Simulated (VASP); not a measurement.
Input of a VASP 6.6.1 run:

File POSCAR:

```
Si
1.0
    0.0000000000      2.7218511865      2.7218511865
    2.7218511865      0.0000000000      2.7218511865
    2.7218511865      2.7218511865      0.0000000000
Si
2
Direct
    0.5000000000      0.5000000000      0.5000000000
    0.7500000000      0.7500000000      0.7500000000
```

The input INCAR.step1:

```
SYSTEM = Si
ALGO = Normal
EDIFF = 1E-8
EDIFFG = -0.002
ENCUT = 600
GGA = CA
IBRION = 2
ISIF = 3
ISMEAR = -1
LASPH = .TRUE.
LCHARG = .FALSE.
LREAL = .FALSE.
LWAVE = .FALSE.
NELM = 60
NSW = 40
PREC = Accurate
SIGMA = 0.05
```

INCAR.step2

```
SYSTEM = Si
ALGO = Normal
EDIFF = 1E-8
ENCUT = 600
GGA = CA
IBRION = 8
ISIF = 2
ISMEAR = -1
LASPH = .TRUE.
LCHARG = .FALSE.
LREAL = .FALSE.
LWAVE = .FALSE.
NELM = 60
NSW = 1
PREC = Accurate
SIGMA = 0.05
```

Contents of KPOINTS:

```
k-points
0
G
  6 6 6
  0 0 0
```

Potentials or basis: VASP PAW LDA potentials, release 64 (Si).

Run with:

```console
$ cat potpaw_LDA.64/Si/POTCAR > POTCAR
$ cp INCAR.step1 INCAR
$ mpirun -np 1 vasp_std > vasp.out
$ cp CONTCAR POSCAR
$ cp INCAR.step2 INCAR
$ mpirun -np 1 vasp_std > vasp.out
```

Question: What does it give for the highest phonon frequency at Γ?

Answer: 513 cm⁻¹.

Question: Estimate the relaxed volume.

Answer: 19.73 Å³/atom.

Question: What does it give for the relaxed cell?

Answer: a = 3.821 Å, b = 3.821 Å, c = 3.821 Å, α = 60.00°, β = 60.00°, γ = 60.00°.

Question: Estimate the space group after relaxing (to 0.05 Å).

Answer: Fd-3m (No. 227).

Phonon frequencies in cm⁻¹ (negative: imaginary):
| q point | frequencies |
| --- | --- |
| (0.000, 0.000, 0.000) | 0 0 0 513 513 513 |
